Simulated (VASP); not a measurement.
Wanted: the native input for a VASP 6.6.1 run.

| Quantity | Value |
| --- | --- |
| Task | relaxation of cell and atoms |
| Functional | LDA |
| Potentials or basis | VASP PAW LDA potentials, release 64 (C) |
| Cutoff | 520 eV |
| k mesh | 15 × 15 × 15 |
| Occupations | gaussian, width 0.02 eV |
| Spin | no spin polarisation |
| Further INCAR settings | ALGO = Fast; EDIFF = 1e-07; IBRION = 2; EDIFFG = -0.15; NSW = 80; ISIF = 3 |

The structure of C lies in POSCAR:

```
C
1.0
    1.2331881000      0.7119814800      8.2826151000
   -1.2331881000      0.7119814800      8.2826151000
    0.0000000000     -1.4239629600      8.2826151000
C
4
Direct
    0.9128269200      0.9128269200      0.9128269200
    0.2461499400      0.2461499400      0.2461499400
    0.7538500600      0.7538500600      0.7538500600
    0.0871730800      0.0871730800      0.0871730800
```

This isn't the form of C at room conditions, which is graphite.

These files were run (other wordings do the same):

INCAR

```
PREC = Accurate
ENCUT = 520
EDIFF = 1E-7
ISMEAR = 0
SIGMA = 0.02
LREAL = F
LASPH = T
NELM = 80
ALGO = Fast
ISIF = 3
LWAVE = F
LCHARG = F
IBRION = 2
NSW = 80
EDIFFG = -0.15
```

KPOINTS

```
Automatic mesh
0
Gamma
  15 15 15
```

Potentials or basis: VASP PAW LDA potentials, release 64 (C).

Command:

```sh
$ cat potpaw_LDA.64/C/POTCAR > POTCAR
$ mpirun -np 1 vasp_std > vasp.out
```

It gave:

```
Relaxed volume                         : 10.73 Å³/atom
Relaxed cell                           : a = 8.394 Å, b = 8.394 Å, c = 8.394 Å, α = 16.77°, β = 16.77°, γ = 16.77°
Space group after relaxing (to 0.05 Å) : R-3m (No. 166)
Energy gained by relaxing              : 4.2 meV/atom
Ionic steps                            : 3
Pressure after relaxing                : -0.4 GPa
Largest force after relaxing           : 0.007 eV/Å
Band gap on the k mesh                 : 0.19 eV, direct
```

Caveat: an odd mesh through Γ misses points on the zone boundary, where band edges often lie; the relaxation stopped at a loose force limit of 0.15 eV/Å, so its end isn't a converged minimum.

It took 64 min on 1 thread of Intel(R) Xeon(R) 6975P-C (Granite Rapids), with other jobs on the host, peak memory 0.48 GiB.
